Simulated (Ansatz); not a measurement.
P: start and end of a relaxation

The cell of P is invented: 4-connected net of one element (P6_122, No. 178). Its size is a rough estimate.

start:

Space group P6_122 (No. 178). a = 4.925 Å, b = 4.925 Å, c = 4.663 Å, α = 90.00°, β = 90.00°, γ = 120.00°
```csv
atom,site,symmetry,x,y,z
P,6b,..2,0.2340,0.4681,0.2500
```

The calculation used Ansatz 0.2.0, DFT PBE, scalar-relativistic, plane waves, PAW. Cutoff 420 eV, Gaussian smearing, Γ-centred meshes. Cell and atoms relax first on a coarse mesh and then on a finer one. In between, the cell is made exact in the group found at 0.06 Å. In metals the finer mesh still leaves noise of several meV/atom or more. The steps can't lower the symmetry of their start. No spin polarisation.

end:

Space group P6_122 (No. 178). a = 5.869 Å, b = 5.869 Å, c = 4.911 Å, α = 90.00°, β = 90.00°, γ = 120.00°
```csv
atom,site,symmetry,x,y,z
P,6b,..2,0.2510,0.5020,0.2500
```

The symmetry stays P6_122 (No. 178). The volume per atom grows by 49.5 %, from 16.3 to 24.4 Å³. The shortest distance goes from 2.14 Å (P–P) to 2.19 Å (P–P). The ratio c/a of the conventional cell changes by a factor of 0.88. The energy falls by about 0.43 eV/atom (the start's value is from the coarse mesh).

```
Volume per atom                          : 24.41 Å³
Density                                  : 2.11 g/cm³
Energy over the standard state           : +0.41 eV/atom
Gap on the 6×6×8 mesh of the 6-atom cell : 0 eV (a metal)
```

Energies count from the standard state of P at the same level. The references include black phosphorus. It lies above the standard state, so it could only be metastable.

The last run used Gaussian smearing of 0.10 eV. The reference form of P is held partly by dispersion forces, which this level lacks. A structure relaxed within its symmetry needn't be a true minimum. In all, the 3 runs took 2.1 min on 1 thread of Arm Neoverse V1, on a shared host. Another cell of P relaxed alike, in I4_1/amd, lies 181 meV/atom lower, so this cell isn't the stable form at this level.
